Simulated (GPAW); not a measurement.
Crystal: Ta.

```
Ta
1.0
     2.90037    0.00000    0.00000
    -1.45019    2.51180    0.00000
     0.00000    0.00000    5.16627
Ta
2
Direct
  0.33333 0.66667 0.25000
  0.66667 0.33333 0.75000
```

This isn't the form of Ta at room conditions, which is bcc.

Base run:

```yaml
Program: GPAW 26.7.0
Functional: TPSS
Potentials_or_basis: GPAW PAW data sets (gpaw-data 1.2.1)
Cutoff: 600 eV
Basis: pw
k_mesh: 11 × 11 × 5
Occupations: fermi-dirac, width 0.05 eV
Spin: no spin polarisation
```

Its results: band gap on the k mesh none (metal or under the smearing width); pressure -4.6 GPa.

Problem. After a change of settings the same cell gave: band gap on the k mesh none (metal or under the smearing width); pressure -7.9 GPa. Which change was it?
A. functional from TPSS to r2SCAN
B. functional from TPSS to LDA; potentials or basis from GPAW PAW data sets (gpaw-data 1.2.1) to the program's PAW data sets (release 1.2.1) made for this functional
C. functional from TPSS to SCAN

Solution. C.

Caveats: the PAW data sets were made with another functional, which shifts forces and pressure a little.

Runs at the PBE level aren't shown here.
